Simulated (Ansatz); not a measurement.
P: how the free axis answers a strain

P, Cmce, a = 3.323 Å, b = 10.192 Å, c = 4.167 Å. Ansatz: PBE+D3(BJ), PAW, 420 eV, Γ-centred 10×4×8 mesh on 8 atoms, Gaussian smearing 0.10 eV; no spin polarisation. Series: uniaxial strain along a, with b, c and atoms relaxed; x is the strain in per cent. y is the change of c in per cent of 4.167 Å.

```tsv
x (%)	y (%)
-6.0	?
-4.0	3.66
-2.0	1.89
0.0	0.00
2.0	-2.37
4.0	-4.82
6.0	-6.98
```

Question: Fit y = c1 x + c2 x² to the other rows, say what c1 measures, and predict the missing y.

Answer: Least squares on the rows shown. y = −1.035 x − 0.02619 x². So −c1 = 1.035 is Poisson's ratio for this pair of axes, over the isotropic limit of 0.5, which a direction in an anisotropic crystal may pass. Along b the same runs (not shown) give 0.16. With a term in x³ added, the coefficient of x becomes -1.119, 8 % more, which shows how far this figure hangs on the form. At x = -6.0 the fit asked for gives 5.27 %. The run gave 5.09 %, so the fit is 0.18 % too high, within twice the rms miss on the fitted rows (0.17 %).